**Q:** I have one compressed nickel cell and results from several programs, all with the same density functional. Can I predict what the next program, ABACUS, will give?

PBE calculations of ferromagnetic fcc nickel at a fixed 10.49 Å³ per atom, with collinear spins, no spin–orbit coupling, a 13×13×13 k mesh and Fermi–Dirac smearing of 0.05 eV. Pressures are for a static lattice and positive in compression; that of the Ansatz PAW run omits the Pulay correction. Moments are rounded to 0.01 μB.

```tsv
program	potentials	basis	pressure (GPa)	cell moment (μB)
Octopus	pseudodojo_pbe	default	n/a	0.63000
FLEUR	all electron	4.08 Kmax	n/a	0.63000
Quantum ESPRESSO	SSSP 1.3 efficiency PBE	748 eV	7.750	0.63000
SIESTA	PseudoDojo 0.4 standard NC	DZP	7.980	0.63000
Ansatz	Ansatz PAW	420 eV	8.030	0.63000
Ansatz LAPW	all electron LAPW, scalar relativistic	0.001 eV/atom basis error	8.060	0.63000
ABACUS	PseudoDojo NC SR 0.4.1 PBE standard	1333 eV	?	?
ABINIT	JTH PAW PBE v2.0	1116 eV	8.840	0.63000
GPAW	GPAW PAW data sets (gpaw data 1.2.1)	600 eV	10.560	0.63000
```

**A:** The magnetic moment, tightly. The pressure, only within a band, and the reason lies in what a pressure measures.

**Q:** Surely the total energies must agree before the pressures can?

**A:** No. Pressure is the downhill slope of energy against volume, $P=-dE/dV$. Write a program's energy as the exact one for this functional plus an error $c+\delta(V)$, where $c$ is constant and $\delta$ changes with the volume $V$. In one limit the error is all $c$, and the pressure is exact however large $c$ is. In the other it is all $\delta$, and its slope goes straight into the pressure.

The difference between Ansatz and Ansatz LAPW comes close to the first limit. Their total energies differ by about 35,500 eV per atom, chiefly because only the second counts the deep core electrons in full. Those electrons hardly notice a small change of volume, so this huge difference in energy can go with pressures only 0.03 GPa apart.

**Q:** And how small an error of the second kind would I notice?

**A:** Take GPAW, which lies 2.5 GPa above Ansatz LAPW. One eV per cubic ångström is about 160 GPa, so the offset is a slope of 0.0156 eV/Å³. One per cent of the atomic volume of 10.49 Å³ is 0.105 Å³, and the product is 1.6 meV per atom. If GPAW's stress follows its energy, the most conspicuous disagreement in the table is thus an energy error that drifts by under two thousandths of an eV when the volume changes by one per cent.

**Q:** Why does the moment escape this?

**A:** Partly because, at a fixed volume, the moment settles where the energy is lowest, and an error that depends on the volume alone doesn't shift that minimum. The other part is nickel's band filling. Exchange pushes the majority-spin d levels down and the minority ones up. In the limit of a full majority d band, pushing harder moves no more d electrons, since there is no room left for them. Nickel is close to that limit. Iron, with holes in both spin bands, is further from it, and its moment responds more readily.

The calculations illustrate this in part. At the centre of the Brillouin zone, the upper d levels of the two spins are 0.69 eV apart in Quantum ESPRESSO and 0.59 eV in Ansatz LAPW, yet the moments, which the table rounds to two decimals, differ by only 0.7%. The splitting of the lower d levels is nearly the same in both, so this is an illustration of stiffness, not a full test.

**Q:** Then commit yourself. What will ABACUS give?

**A:** A moment of 0.63 ± 0.01 Bohr magnetons. For the pressure I first ask which rows resemble it. ABACUS uses a PseudoDojo potential, and the other PseudoDojo runs treat 18 electrons as valence or semicore, as do all the known rows except GPAW, which treats 16. I therefore take the median of the five known 18-electron pressures, with their largest distance from it as the error bar: 8.03 ± 0.81 GPa, or about 7.2 to 8.8.

ABINIT alone sets that width. A fixed plane-wave basis tends to make the pressure too low. In the Ansatz run this comes to only 0.06 GPa, and I don't know it for the others, so I leave the centre where it is. If the electron count doesn't matter, GPAW belongs in the pool too. That hardly moves the median, which becomes 8.045 GPa, but the mean of all six known pressures is 8.54 GPa. I keep that mean as a rival forecast.

One hint I leave unused: the known pressures stand in rising order down the table, so the place of ABACUS suggests a value between 8.06 and 8.84 GPa.

**Q:** Let's see.

The withheld rows as computed:

```tsv
program	potentials	basis	pressure (GPa)	cell moment (μB)
ABACUS	PseudoDojo NC SR 0.4.1 PBE standard	1333 eV	8.260	0.63000
```

**A:** The moment agrees to two decimals, to which the table is rounded. The computed pressure is 8.26 GPa, so my forecast was 0.23 GPa too low, well inside its band. The mean of all six was too high by 0.28 GPa, almost the same distance. The two forecasts differ in the kind of average as well as in whether GPAW is counted, so this row can't settle whether the electron count matters. The output below sets the two forecasts side by side.

**Q:** Why did you come out low?

**A:** Four of the five pressures behind the median lie below ABACUS, so the median does too. Leaving out the two lowest, Quantum ESPRESSO and SIESTA, would only raise it to 8.06 GPa. No run here isolates the cause. SIESTA also uses a PseudoDojo potential, but with a small set of atomic orbitals in place of plane waves, and its run warns that this basis is short for the semicore shells. That may account for part of its difference from ABACUS, though the program changes along with it.

**Q:** And GPAW?

**A:** Its two fewer electrons mean that the 3s shell is frozen as in the free atom. That is a suspect for the high pressure, but the rest of its data set differs too. A useful first test is to compute GPAW's energy at a few nearby volumes. If their slope also gives about 10.6 GPa, the energy itself is responsible; if it comes out near 8 GPa like the other programs, the fault is in how the stress is evaluated.

**Q:** What does this mean for a strain I want to predict?

**A:** From memory, the bulk modulus of compressed nickel is very roughly 220 GPa, so GPAW's offset corresponds to about 1% in volume, or a third of that in length. Strains in thin films can be of that size. Take the strained cell and its unstrained reference from the same program, potential and basis, so that much of the shared error cancels.

Output of the analysis:

```
Forecast of ABACUS pressure, median of known 18-electron rows (GPa): 8.03
Error bar of that forecast, largest distance from the median (GPa): 0.81
Computed ABACUS pressure (GPa): 8.26
Miss, forecast less computed pressure (GPa): -0.23
Forecast of ABACUS moment, error bar 0.01 (Bohr magneton): 0.63
Computed ABACUS moment (Bohr magneton): 0.63
Miss, forecast less computed moment (Bohr magneton): 0
fit of p on 6 rows: constant 8.537 +/- 0.43; rms 0.966, worst GPAW -2.02, leave-one-out rms 1.16
  rows outside the fit (model, value, miss): ABACUS 8.537, 8.26, 0.277
Quantum ESPRESSO less Ansatz LAPW (GPa): -0.31
SIESTA less Ansatz LAPW (GPa): -0.08
ABACUS less Ansatz LAPW (GPa): 0.2
ABINIT less Ansatz LAPW (GPa): 0.78
GPAW less Ansatz LAPW (GPa): 2.5
Energy at stake for 1 GPa and one per cent of volume (meV per atom): 0.6547
Same for the GPAW offset (meV per atom): 1.637
Rough compression of the cell from zero pressure, by Ansatz LAPW (per cent of volume): 3.664
Rough volume shift matching the GPAW offset (per cent): 1.136
Total energy, Ansatz PAW less Ansatz LAPW (eV per atom): 35543
Spread of unrounded known moments (per cent): 0.8781
Moment, Quantum ESPRESSO over Ansatz LAPW (per cent more): 0.6621
Upper d splitting at zone centre, Ansatz LAPW (eV): 0.586
Upper d splitting at zone centre, Quantum ESPRESSO (eV): 0.687
Lower d splitting at zone centre, Ansatz LAPW (eV): 0.768
Lower d splitting at zone centre, Quantum ESPRESSO (eV): 0.771
```
